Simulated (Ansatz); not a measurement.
## Al2O3: the gap against volume

Al2O3, R-3c, a = 4.759 Å, c = 12.995 Å. Ansatz: r2SCAN, PAW, 500 eV, Γ-centred 6×6×6 mesh on 10 atoms, Gaussian smearing 0.02 eV; no spin polarisation. Shape and atoms are relaxed at each volume; x = ln(V/V0) with V0 = 8.496 Å³/atom. The gap is read at the mesh points alone.

| x | gap y (eV) |
| --- | --- |
| -0.0619 | ? |
| -0.0305 | 7.525 |
| 0.0000 | 7.137 |
| 0.0296 | 6.767 |
| 0.0583 | 6.415 |

Q: Fit a straight line to the other rows, give the volume deformation potential of the gap and its pressure coefficient, and predict the missing gap. B0 = 256.2 GPa.

A: Means x = 0.01435, y = 6.9610; Σ(Δx)² = 0.004382, ΣΔxΔy = -0.05478; the slope is their ratio. y = 7.1404 − 12.501 x. The slope is the deformation potential a = dE_g/d ln V = -12.50 eV, and dE_g/dP = −a/B0 = 48.8 meV/GPa. At x = -0.0619 the fit asked for gives 7.914 eV. The run gave 7.931 eV, so the fit is 0.017 eV too low, 1.1 % of the span of the series, against an rms of 0.003 eV on the fitted rows. The row lies outside the fitted range. With a term in x² added, a fit to the same known rows predicts 7.932 eV, so most of the miss is curvature that the known rows already hold.

Semilocal functionals give gaps under the measured ones; changes of the gap mostly carry over better.